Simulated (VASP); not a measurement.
Tm under changes of volume

One of the cells (30.668 Å³/atom); the others are scaled copies at fixed shape and fractional positions:

```
CELL_PARAMETERS angstrom
0.00000 2.48437 2.48437
2.48437 0.00000 2.48437
2.48437 2.48437 0.00000
ATOMIC_POSITIONS crystal
Tm 0.00000 0.00000 0.00000
```

This isn't the form of Tm at room conditions, which is hcp.

| Item | Value |
| --- | --- |
| Program | VASP 6.6.1 |
| Functional | PBE |
| Potentials or basis | VASP PAW PBE potentials, release 64 (Tm) |
| Cutoff | 520 eV |
| k mesh | 9 × 9 × 9 |
| Occupations | fermi-dirac, width 0.05 eV |
| Spin | collinear spin, ferromagnetic start |
| Starting moments | [2.0] μB |

| volume (Å³/atom) | energy over the lowest point (meV/atom) | pressure (GPa) | moment (μB per cell) |
| --- | --- | --- | --- |
| 28.262 | 78.55 | 5.7 | 0.94 |
| 28.864 | 59.26 | 4.8 | 0.94 |
| 29.465 | 42.84 | 4.1 | 0.95 |
| 30.668 | ? | ? | ? |
| 31.269 | 7.82 | 2.3 | 0.98 |
| 31.870 | 0.00 | 1.8 | 0.99 |

Q: What does the run at 30.668 Å³/atom give?

A: Energy over the lowest point 17.41 meV/atom; pressure 2.6 GPa; moment 0.97 μB per cell.

Worked out: A Birch-Murnaghan fit of order 3 (a polynomial in V^(-2/3)) to the other rows has no minimum within the range. It gives 17.40 meV/atom at 30.668 Å³/atom, against the run's 17.41, and -dE/dV = 2.8 GPa, against 2.6. A straight line through the other rows of the moment, of slope 0.0149 μB per Å³/atom, gives 0.97 μB, against the run's 0.97.

Energies are extrapolated to zero smearing.

Caveats: the magnetic or orbital state may not be the lowest.
